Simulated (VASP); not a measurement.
MgS in VASP 6.6.1, single-point calculation

INCAR

```
EDIFF = 1E-7
LCHARG = .FALSE.
ISMEAR = 1
NBANDS = 11
SIGMA = 0.005
LASPH = .TRUE.
IBRION = -1
NELM = 86
ENCUT = 520
ISIF = 2
GGA = PE
LWAVE = .FALSE.
NSW = 0
PREC = Accurate
LREAL = .FALSE.
```

KPOINTS

```
KPOINTS created by Atomic Simulation Environment
0
Gamma
6 6 6
0 0 0
```

POSCAR

```
Mg S
 1.0000000000000000
     0.0759000000000000    2.8671000000000002    2.8866999999999998
     2.9279999999999999    0.0256000000000000    2.9369999999999998
     2.8994000000000000    2.8887999999999998    0.0542000000000000
 Mg  S
   1   1
Cartesian
  3.0120085500000000  5.7275730100000004  2.9807714500000002
  1.4379597899999998  1.4596657500000001  1.4514919700000000
```

The recommended PBE PAW datasets give the neutral cell 8 valence electrons.

Command

```
mpirun -np 1 vasp_std
```

Q: How does this run end, and what does it give?

A: It converged. Results: gap between bands v and c on the k mesh 3.08 eV; least direct gap on the k mesh 3.08 eV; pressure -1.2 GPa; largest force 0.47 eV/Å. Band v is the last that the valence electrons fill when counted band by band, and c is the next.

OSZICAR

```
N       E                     dE             d eps       ncg     rms          rms(c)
DAV:   1     0.245378162483E+02    0.24538E+02   -0.33708E+03  2496   0.570E+02
DAV:   2    -0.695925886134E+01   -0.31497E+02   -0.30057E+02  3040   0.989E+01
DAV:   3    -0.895015466792E+01   -0.19909E+01   -0.19877E+01  3046   0.269E+01
DAV:   4    -0.896732574263E+01   -0.17171E-01   -0.17170E-01  3028   0.301E+00
DAV:   5    -0.896753331195E+01   -0.20757E-03   -0.20622E-03  3116   0.321E-01    0.396E+00
DAV:   6    -0.845689302844E+01    0.51064E+00   -0.13200E+00  2737   0.419E+00    0.299E+00
DAV:   7    -0.842274233218E+01    0.34151E-01   -0.26972E-01  2971   0.209E+00    0.235E+00
DAV:   8    -0.843056078242E+01   -0.78185E-02   -0.25643E-02  2710   0.958E-01    0.134E+00
DAV:   9    -0.842955068627E+01    0.10101E-02   -0.26630E-03  2848   0.252E-01    0.459E-01
DAV:  10    -0.842977697715E+01   -0.22629E-03   -0.77590E-04  2773   0.129E-01    0.857E-02
DAV:  11    -0.842978657270E+01   -0.95955E-05   -0.52964E-05  3005   0.304E-02    0.549E-02
DAV:  12    -0.842978917651E+01   -0.26038E-05   -0.52997E-06  2824   0.119E-02    0.206E-02
DAV:  13    -0.842978932473E+01   -0.14822E-06   -0.17773E-06  2953   0.574E-03    0.677E-03
DAV:  14    -0.842978923174E+01    0.92988E-07   -0.14545E-07  2834   0.195E-03
   1 F= -.84297892E+01 E0= -.84297897E+01  d E =0.134211E-05
```

For comparison, a separate PBE run of the intended cell, on usual settings and not on those above, gives a gap of 3.08 eV on its mesh and a pressure of -1.2 GPa.
